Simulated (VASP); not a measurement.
Input of a VASP 6.6.1 run:

The input INCAR:

```
SYSTEM = NbN
PREC = Accurate
ENCUT = 520
EDIFF = 1E-7
ISMEAR = 1
SIGMA = 0.1
LREAL = .False.
LASPH = .True.
NELM = 80
ALGO = Fast
ISIF = 2
LWAVE = .False.
LCHARG = .False.
LDIPOL = .True.
IDIPOL = 3
DIPOL = 0.5 0.5 0.500
GGA = PS
NBANDS = 66
LVHAR = .True.
LVACPOTAV = .True.
ICORELEVEL = 1
KPAR = 4
```

KPOINTS

```
Automatic mesh
0
Gamma
  12 12 1
  0 0 0
```

POSCAR

```
NbN                                     
1.0
    3.0953245800      0.0000000000      0.0000000000
    0.0000000000      3.0953245800      0.0000000000
    0.0000000000      0.0000000000     25.9436250000
  Nb              N             
     6     6
Direct
     0.0000000000000000    0.0000000000000000    0.2936342490116363
     0.5000000000000000    0.5000000000000000    0.3686257162035223
     0.0000000000000000    1.0000000000000000    0.4615877354926982
     0.5000000000000000    0.5000000000000000    0.5384122645073017
     0.0000000000000000    0.0000000000000000    0.6313742837964780
     0.5000000000000000    0.5000000000000000    0.7063657509883636
     0.5000000000000000    0.5000000000000000    0.2806735344508890
     0.0000000000000000    0.0000000000000000    0.3745633996230054
     0.5000000000000000    0.5000000000000000    0.4537944743468365
     0.0000000000000000    0.0000000000000000    0.5462055256531633
     0.5000000000000000    0.5000000000000000    0.6254366003769946
     0.0000000000000000    0.0000000000000000    0.7193264655491111
```

Potentials or basis: VASP PAW PBE potentials, release 64 (Nb_sv, N).

Run with:

```console
$ cat potpaw_PBE.64/Nb_sv/POTCAR potpaw_PBE.64/N/POTCAR > POTCAR
$ mpirun -np 4 vasp_std > vasp.out
```

Question: Estimate the band gap on the k mesh.

Answer: None (metal or under the smearing width).

Question: Estimate the work function of the upper face.

Answer: 3.26 eV.

Forces in eV/Å, atoms in the order of the input:
```
Nb   0.000  0.000 -0.014
Nb   0.000  0.000 -0.009
Nb   0.000  0.000  0.011
Nb   0.000  0.000 -0.011
Nb   0.000  0.000  0.009
Nb   0.000  0.000  0.014
N    0.000  0.000  0.011
N    0.000  0.000 -0.004
N    0.000  0.000 -0.012
N    0.000  0.000  0.012
N    0.000  0.000  0.004
N    0.000  0.000 -0.011
```

Caveat: the PAW data sets were made with another functional, which shifts forces and pressure a little.
